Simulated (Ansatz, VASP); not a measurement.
**One calculation of Au, two programs**

```
Au
1.0
     1.42988   -2.58957    0.00000
     1.42988    2.58957    0.00000
     0.00000    0.00000    4.95756
Au
2
Direct
  0.33467 0.66533 0.25000
  0.66533 0.33467 0.75000
```

Change from the starting cell: volume scaled by 1.04.

Alike in both runs: task single point; functional LDA; k mesh 11 × 11 × 6; occupations fermi-dirac, width 0.05 eV; no spin polarisation.

|  | VASP | Ansatz |
| --- | --- | --- |
| version | VASP 6.6.1 | Ansatz 0.2.0 |
| potentials or method | VASP PAW LDA potentials, release 64 (Au), cutoff 520 eV | all-electron LAPW, scalar-relativistic |

```csv
,VASP,Ansatz,Ansatz less VASP
gap on the k mesh at the Fermi level (eV),none,none,-
pressure (GPa),-13.9,-14.3,-0.35
largest component of the traceless stress (GPa),1.68,1.58,-0.094
```

A gap of «none» marks a metal or a gap that the smearing closes. Ansatz ran all-electron here, so the differences hold the error of VASP's frozen core and of both bases.

The runs have no spin-orbit coupling, so splittings on Au are missing.
